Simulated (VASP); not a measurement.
Write the native input for VASP 6.6.1 that does the following.

| Quantity | Value |
| --- | --- |
| Task | single point |
| Functional | PBE |
| Potentials or basis | VASP PAW PBE potentials, release 54 (Si) |
| Cutoff | 520 eV |
| k mesh | 6 × 6 × 6 |
| Occupations | gaussian, width 0.1 eV |
| Spin | no spin polarisation |
| Further INCAR settings | ALGO = Normal; EDIFF = 1e-06 |

The structure of Si lies in POSCAR:

```
Si
5.7592
    0.818383677698      0.472494036620      0.327128576990
   -0.818383677698      0.472494036620      0.327128576990
    0.000000000000     -0.944988073239      0.327128576990
Si
8
Direct
    0.5187605000      0.0171024200      0.7149106100
    0.2871548500      0.2871548500      0.2871548500
    0.7149106100      0.5187605000      0.0171024200
    0.4812395000      0.9828975800      0.2850893900
    0.2850893900      0.4812395000      0.9828975800
    0.7128451500      0.7128451500      0.7128451500
    0.9828975800      0.2850893900      0.4812395000
    0.0171024200      0.7149106100      0.5187605000
```

This isn't the form of Si at room conditions, which is diamond.

The input as run:

INCAR

```
PREC = Accurate ; ENCUT = 520
EDIFF = 1E-6 ; ISMEAR = 0
SIGMA = 0.1 ; LREAL = False
LASPH = True ; NELM = 60
ALGO = Normal ; ISIF = 2
LWAVE = False ; LCHARG = False
GGA = PE
```

KPOINTS

```
regular mesh
0
Gamma
  6 6 6
```

Potentials or basis: VASP PAW PBE potentials, release 54 (Si).

Command:

```console
$ cat potpaw_PBE.54/Si/POTCAR > POTCAR
$ mpirun -np 1 vasp_std > vasp.out
```

It gave:

The pressure is 0.9 GPa and the largest force is 0.147 eV/Å. The band gap on the k mesh is none (metal or under the smearing width).

Wall time 78 s on 1 thread of Intel(R) Xeon(R) 6975P-C (Granite Rapids), with other jobs on the host, peak memory 0.34 GiB.
